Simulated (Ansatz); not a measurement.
# TiSi2: the cost of one run

Computed with Ansatz 0.2.0 (DFT PBE, scalar-relativistic, plane waves, PAW, unless a step's input says otherwise).

1 further run of the same task is left out (set aside as unsound or not needed).

## 1. The system as given

The structure is orthorhombic, space group Fddd (No. 70). The conventional cell has a = 4.808 Å, b = 8.270 Å, c = 8.559 Å, α = 90.00°, β = 90.00°, γ = 90.00°. Ti (site symmetry 222) is surrounded by 10 Si at 2.56 to 2.79 Å. Si (site symmetry 2) has 5 Si at 2.53 to 2.80 Å and 5 Ti at 2.56 to 2.79 Å in its first shell of neighbours.

As a file:

```cif
data_structure
_symmetry_space_group_name_H-M 'P 1'
_symmetry_Int_Tables_number 1
_cell_length_a 5.9510
_cell_length_b 4.9085
_cell_length_c 4.7831
_cell_angle_alpha 75.752
_cell_angle_beta 53.077
_cell_angle_gamma 51.171
_cell_volume 85.08
loop_
_atom_site_label
_atom_site_type_symbol
_atom_site_fract_x
_atom_site_fract_y
_atom_site_fract_z
_atom_site_occupancy
Ti1 Ti 0.75000 0.75000 0.75000 1
Ti2 Ti 0.50000 0.50000 0.50000 1
Si1 Si 0.08682 0.41318 0.08682 1
Si2 Si 0.41318 0.08682 0.41318 1
Si3 Si 0.16318 0.83682 0.16318 1
Si4 Si 0.83682 0.16318 0.83682 1
```

This cell was relaxed beforehand with the same method: volume 14.18 Å³/atom, gap on the mesh none (metal).

## 2. Static run: bands, density of states and charges

The input, input.yaml:

```yaml
crystal:
  lattice:
    - [0.0, 4.1351811263, 4.279597607]
    - [2.4038689094, 0.0, 4.279597607]
    - [2.4038689094, 4.1351811263, 0.0]
  atoms:
    - { symbol: Ti, position: [0.75, 0.75, 0.75] }
    - { symbol: Ti, position: [0.5, 0.5, 0.5] }
    - { symbol: Si, position: [0.0868244591, 0.4131755409, 0.0868244591] }
    - { symbol: Si, position: [0.4131755409, 0.0868244591, 0.4131755409] }
    - { symbol: Si, position: [0.1631755409, 0.8368244591, 0.1631755409] }
    - { symbol: Si, position: [0.8368244591, 0.1631755409, 0.8368244591] }
basis:
  ecutwfc: 420
kpoints:
  mp_grid: { grid: [10, 10, 10] }
  band_path:
    path:
      - [[0.0, 0.0, 0.0], [0.5, 0.0, 0.5], [1.0, 0.5, 0.5], [0.5, 0.5, 0.0], [0.0, 0.0, 0.0], [0.0, 0.41336158, 0.41336158]]
      - [[1.0, 0.58663842, 0.58663842], [1.0, 0.5, 0.5]]
      - [[0.5, 0.0, 0.5], [0.5, 0.24439435, 0.74439435]]
      - [[0.5, 0.75560565, 0.25560565], [0.5, 0.5, 0.0]]
    npoints: 14
hamiltonian:
  xc: pbe
scf:
  occupations: { method: gaussian, width: 0.1 }
  n_extra_bands: 15
output:
  forces: true
  stress: true
  eigenvalues: true
  populations: true
  dos: { projected: true, de: 0.02, nscf_kmesh: { grid: [15, 15, 15] } }
  bader: true
```

On the command line:

```bash
$ ansatz run input.yaml --threads 2 --pin off --max-ram 5120MiB --backend cpu --events-out ev --progress --plain --runs-dir out
```

Q: Estimate wall time and peak memory on 2 threads of Oxide Virtual Turin-like (Zen 5), shared host.

About 70 s, with a peak of 1.1 GiB.
